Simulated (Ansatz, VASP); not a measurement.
# Al3Cu in VASP and in Ansatz

```
Al Cu
1.0
     3.88912    0.00000    0.00000
     0.00000    3.88912    0.00000
     0.00000    0.00000    3.88912
Al Cu
3 1
Direct
  0.00000 0.50000 0.50000
  0.50000 0.00000 0.50000
  0.50000 0.50000 0.00000
  0.00000 0.00000 0.00000
```

Alike in both runs: functional r2SCAN; k mesh 12 × 12 × 12; occupations gaussian, width 0.1 eV; no spin polarisation.

Ansatz relaxed the structure, and its values are those at the end. VASP's run is a single point on that final structure, the one shown.

```csv
,VASP,Ansatz
version,VASP 6.6.1,Ansatz 0.2.0
potentials or method,"VASP PAW PBE potentials, release 64 (Al, Cu)","scalar-relativistic, plane waves, PAW"
plane-wave cutoff (eV),520,500
valence electrons in the cell,20,28
```

```tsv
	VASP	Ansatz	Ansatz less VASP
gap on the k mesh at the Fermi level (eV)	none	none	-
pressure (GPa)	-0.1	0.0	+0.13
```

A gap of «none» marks a metal or a gap that the smearing closes. The two sets of potentials don't hold the same shells in valence.

Caveats: the PAW data sets were made with another functional, which shifts forces and pressure a little (VASP).
